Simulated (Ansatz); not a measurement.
## Ansatz 0.2.0, relaxation: CsSnI3

The input file (Ansatz 0.2.0, plane waves):

```yaml
crystal:
  lattice:
    - [4.252192, 2.455, 3.598455]
    - [-4.252192, 2.455, 3.598455]
    - [0.0, -4.91001, 3.598455]
  atoms:
    - { symbol: I, position: [0.50693, 0.99874, 0.50693] }
    - { symbol: I, position: [0.50693, 0.50693, 0.99874] }
    - { symbol: I, position: [0.99874, 0.50693, 0.50693] }
    - { symbol: Cs, position: [0.01, 0.01, 0.01] }
    - { symbol: Sn, position: [0.53943, 0.53943, 0.53943] }
  symmetry: { tolerance: 0.0003 }
kpoints:
  mp_grid: { grid: [4, 4, 4], shift: [0, 0, 0] }
magnetization:
  spin_polarized: false
scf:
  occupations: { method: fermi_dirac, width: 0.0131 }
  lower_state_search: "off"
hamiltonian:
  pseudopotentials: { kind: paw }
  xc: pbe
basis:
  ecutwfc: 420
  fft_grid_basis: typed
relax:
  max_steps: 80
output:
  forces: true
  stress: true
  eigenvalues: true
  bader: true
  populations: true
  elf: true
  write_potential: true
  volumetric_format: npy
  dos:
    e_range: [-12, 8]
    de: 0.05
    projected: { site_lists: { Cs: [Cs], I: [I], Sn: [Sn] } }
  write_density: true
checkpoint:
  read: saved_state
```

Run with:

```bash
ansatz run input.yaml --threads 2 --pin off --max-ram 2560MiB --backend cpu --events-out ev --progress --plain --runs-dir out
```

Origin of the cell: a known structure type with other elements, at an estimated volume, so it need not be a known compound.

The saved state is a converged single point of the same cell.

Steps:

```json
{"step": "1", "ΔF (meV/atom)": "0.0", "max force component (eV/Å)": "1.195", "SCF iterations": "6", "step was": "accepted"}
{"step": "2", "ΔF (meV/atom)": "-32.2", "max force component (eV/Å)": "0.392", "SCF iterations": "4", "step was": "accepted"}
{"step": "3", "ΔF (meV/atom)": "-37.4", "max force component (eV/Å)": "0.132", "SCF iterations": "4", "step was": "accepted"}
{"step": "4", "ΔF (meV/atom)": "-38.3", "max force component (eV/Å)": "0.047", "SCF iterations": "5", "step was": "accepted"}
{"step": "5", "ΔF (meV/atom)": "-38.5", "max force component (eV/Å)": "0.018", "SCF iterations": "5", "step was": "accepted"}
{"step": "6", "ΔF (meV/atom)": "-38.5", "max force component (eV/Å)": "0.005", "SCF iterations": "5", "step was": "accepted"}
{"step": "7", "ΔF (meV/atom)": "-38.5", "max force component (eV/Å)": "0.002", "SCF iterations": "5", "step was": "accepted"}
{"step": "8", "ΔF (meV/atom)": "-38.5", "max force component (eV/Å)": "0.002", "SCF iterations": "5", "step was": "accepted"}
```

Step 1, with forces in eV/Å:

```xyz
5
Lattice="4.252 2.455 3.598 -4.252 2.455 3.598 0.000 -4.910 3.598" Properties=species:S:1:pos:R:3:forces:R:3 pbc="T T T" step=1
I    -2.091    1.207    7.242   -0.589    0.340    0.395
I     0.000   -2.415    7.242    0.000   -0.680    0.395
I     2.091    1.207    7.242    0.589    0.340    0.395
Cs    0.000    0.000    0.108    0.000    0.000    0.011
Sn    0.000    0.000    5.823    0.000    0.000   -1.195
```

Step 2, with forces in eV/Å:

```xyz
5
Lattice="4.252 2.455 3.598 -4.252 2.455 3.598 0.000 -4.910 3.598" Properties=species:S:1:pos:R:3:forces:R:3 pbc="T T T" step=2
I    -2.179    1.258    7.260   -0.172    0.099    0.125
I     0.000   -2.516    7.260    0.000   -0.198    0.125
I     2.179    1.258    7.260    0.172    0.099    0.125
Cs    0.000    0.000    0.080    0.000    0.000    0.018
Sn    0.000    0.000    5.799    0.000    0.000   -0.392
```

Step 3, with forces in eV/Å:

```xyz
5
Lattice="4.252 2.455 3.598 -4.252 2.455 3.598 0.000 -4.910 3.598" Properties=species:S:1:pos:R:3:forces:R:3 pbc="T T T" step=3
I    -2.191    1.265    7.264   -0.047    0.027    0.043
I     0.000   -2.530    7.264    0.000   -0.054    0.043
I     2.191    1.265    7.264    0.047    0.027    0.043
Cs    0.000    0.000    0.140    0.000    0.000    0.005
Sn    0.000    0.000    5.724    0.000    0.000   -0.132
```

Step 4, with forces in eV/Å:

```xyz
5
Lattice="4.252 2.455 3.598 -4.252 2.455 3.598 0.000 -4.910 3.598" Properties=species:S:1:pos:R:3:forces:R:3 pbc="T T T" step=4
I    -2.184    1.261    7.271   -0.014    0.008    0.017
I     0.000   -2.522    7.271    0.000   -0.016    0.017
I     2.184    1.261    7.271    0.014    0.008    0.017
Cs    0.000    0.000    0.174    0.000    0.000   -0.004
Sn    0.000    0.000    5.671    0.000    0.000   -0.047
```

Step 5, with forces in eV/Å:

```xyz
5
Lattice="4.252 2.455 3.598 -4.252 2.455 3.598 0.000 -4.910 3.598" Properties=species:S:1:pos:R:3:forces:R:3 pbc="T T T" step=5
I    -2.175    1.256    7.278   -0.009    0.005    0.008
I     0.000   -2.511    7.278    0.000   -0.010    0.008
I     2.175    1.256    7.278    0.009    0.005    0.008
Cs    0.000    0.000    0.187    0.000    0.000   -0.007
Sn    0.000    0.000    5.636    0.000    0.000   -0.018
```

Step 8, with forces in eV/Å:

```xyz
5
Lattice="4.252 2.455 3.598 -4.252 2.455 3.598 0.000 -4.910 3.598" Properties=species:S:1:pos:R:3:forces:R:3 pbc="T T T" step=8
I    -2.172    1.254    7.293    0.001   -0.001   -0.001
I     0.000   -2.508    7.293    0.000    0.001   -0.001
I     2.172    1.254    7.293   -0.001   -0.001   -0.001
Cs    0.000    0.000    0.156    0.000    0.000   -0.001
Sn    0.000    0.000    5.624    0.000    0.000    0.002
```

```
Free energy lowered by  : 38.5 meV/atom
Final pressure          : 2.04 GPa
Relaxation steps listed : 8
```

Caveats: no spin-orbit coupling, though heavy elements are present; the SCF threshold is looser than advised for a stress; the relaxation held the start's symmetry, so the end may be a saddle point.

It ran for 72 s on 2 threads of Arm Neoverse V1, on a shared host, peak memory 0.54 GiB, from a saved density.
